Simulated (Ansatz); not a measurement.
# Al3Cu under pressure

The calculation used DFT PBEsol, scalar-relativistic, plane waves, PAW (Ansatz 0.2.0). Settings: 420 eV plane-wave cutoff, Γ-centred 16×16×6 mesh, Fermi-Dirac smearing of 0.15 eV. No spin polarisation. Phonons by linear response, acoustic sum rule imposed.

Relaxed structure:
```
Al Cu
1.0
     2.78597    0.00000    0.00000
     0.00000    2.78597    0.00000
     0.00000    0.00000    7.56978
Al Cu
3 1
Direct
  0.00000 0.00000 0.50000
  0.50000 0.50000 0.22139
  0.50000 0.50000 0.77861
  0.00000 0.00000 0.00000
```

In a metal, frequencies and elastic constants depend on the k mesh and the smearing, soft modes and shear constants most.

Task: The cell is relaxed again at 8 and 25 GPa. How do volume, gap and optical modes at Γ (cm⁻¹, counted from the lowest optical one; a degenerate one stands once) change?

Result:
|  | 0 GPa | 8 GPa | 25 GPa |
| --- | --- | --- | --- |
| V/V0 | 1.000 | 0.933 | 0.842 |
| gap (eV) | 0.00 | 0.00 | 0.00 |
| mode 1 | 97 | 125 | 163 |
| mode 3 | 168 | 192 | 229 |
| mode 5 | 197 | 222 | 262 |
| mode 6 | 206 | 236 | 284 |
| mode 8 | 251 | 281 | 330 |
| mode 9 | 295 | 338 | 406 |